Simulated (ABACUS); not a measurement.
The system is BN.

```
N B
1.0
     1.25112    0.72234    3.37293
    -1.25112    0.72234    3.37293
     0.00000   -1.44467    3.37293
N B
1 1
Direct
  0.66724 0.66724 0.66724
  0.00033 0.00033 0.00033
```

The cell is a database's computed one.

Base run:

```yaml
Program: ABACUS 3.10.1
Functional: OLYP
Potentials_or_basis: SG15 ONCV 1.2 PBE
Cutoff: 1143 eV
Density_cutoff: 4572 eV
Basis: plane waves
k_mesh: 10 × 10 × 10
Occupations: fermi-dirac, width 0.05 eV
Spin: no spin polarisation
```

Its results: band gap on the k mesh 4.56 eV, indirect (least direct gap 5.02 eV); pressure -0.8 GPa; largest force 0.009 eV/Å.

Question: The run is repeated on the same cell with these changes: functional from OLYP to TM; cutoff from 1143 eV to 1320 eV; density cutoff from 4572 eV to 5279 eV; k mesh from 10 × 10 × 10 to 8 × 8 × 8. What comes out?

Answer: Band gap on the k mesh 4.35 eV, indirect (least direct gap 5.06 eV); pressure 0.4 GPa; largest force 0.019 eV/Å.

Several settings changed at once, so the effect can't be laid on one alone.

Caveats: the potentials were made for another functional, which shifts forces and pressure.

A k mesh can miss the band edges.
